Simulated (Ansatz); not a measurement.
## Response of WSe$_{2}$ to small distortions

```
W Se
1.0
     3.29000    0.00000    0.00000
    -1.64500    2.84922    0.00000
     0.00000    0.00000   12.97000
W Se
2 4
Direct
  0.33333 0.66667 0.25000
  0.66667 0.33333 0.75000
  0.33333 0.66667 0.62100
  0.66667 0.33333 0.12100
  0.33333 0.66667 0.87900
  0.66667 0.33333 0.37900
```

Atoms are numbered in the order listed.

The conventional cell has a = 3.290 Å, b = 3.290 Å, c = 12.970 Å, α = 90.00°, β = 90.00°, γ = 120.00°. W (atom 1) is surrounded by 6 Se at 2.53 Å. Se (atom 3) has 3 W at 2.53 Å as nearest neighbours.

The cell is COD entry 9009146, as deposited and not checked against the literature; nothing was relaxed.

No spin–orbit coupling, which matters for the heavy atoms here.

The calculation used DFT, PBEsol, all-electron LAPW, scalar-relativistic (Ansatz 0.2.0).

Settings: a Γ-centred 11×11×3 k mesh, Fermi–Dirac smearing of 0.08 eV, basis error target 0.5 meV/atom, no spin polarisation.

The unchanged cell is at -1.20 GPa.

x, y and z are the Cartesian axes of the cell as listed; fractional coordinates follow a strain, and an engineering shear is twice the off-diagonal strain component.

(1) One change gave: energy change +2 meV/atom; stress change (xx, yy, zz, yz, xz, xy) 0.04, 0.05, 0.05, -1.31, -1.31, -0.84 GPa, compression positive; change of the force on Se4 (0.166, 0.134, -0.010) eV/Å; gap on the k mesh 0.92 → 0.91 eV. Which change was it?
A. equal xy, yz and zx engineering shear strains of -1 %
B. equal xy, yz and zx engineering shear strains of -3 %
C. equal xy, yz and zx engineering shear strains of +3 %
D. equal xy, yz and zx engineering shear strains of -2 %
E. equal xy, yz and zx engineering shear strains of +2 %
F. equal xy, yz and zx engineering shear strains of +1 %

Answers

(1) F. For equal xy, yz and zx engineering shear strains of -3 %: energy change +20 meV/atom; stress change (xx, yy, zz, yz, xz, xy) 0.42, 0.49, 0.50, 4.09, 4.10, 2.67 GPa, compression positive; change of the force on Se4 (-0.575, -0.434, -0.095) eV/Å; gap on the k mesh 0.92 → 0.90 eV. For equal xy, yz and zx engineering shear strains of -1 %: energy change +2 meV/atom; stress change (xx, yy, zz, yz, xz, xy) 0.05, 0.05, 0.05, 1.34, 1.34, 0.87 GPa, compression positive; change of the force on Se4 (-0.178, -0.139, -0.010) eV/Å; gap on the k mesh 0.92 → 0.91 eV. For equal xy, yz and zx engineering shear strains of +2 %: energy change +9 meV/atom; stress change (xx, yy, zz, yz, xz, xy) 0.18, 0.22, 0.21, -2.60, -2.60, -1.66 GPa, compression positive; change of the force on Se4 (0.322, 0.263, -0.039) eV/Å; gap on the k mesh 0.92 → 0.91 eV. For equal xy, yz and zx engineering shear strains of -2 %: energy change +9 meV/atom; stress change (xx, yy, zz, yz, xz, xy) 0.18, 0.22, 0.22, 2.70, 2.70, 1.76 GPa, compression positive; change of the force on Se4 (-0.370, -0.284, -0.042) eV/Å; gap on the k mesh 0.92 → 0.91 eV. For equal xy, yz and zx engineering shear strains of +3 %: energy change +19 meV/atom; stress change (xx, yy, zz, yz, xz, xy) 0.39, 0.48, 0.48, -3.86, -3.86, -2.46 GPa, compression positive; change of the force on Se4 (0.468, 0.388, -0.088) eV/Å; gap on the k mesh 0.92 → 0.91 eV.
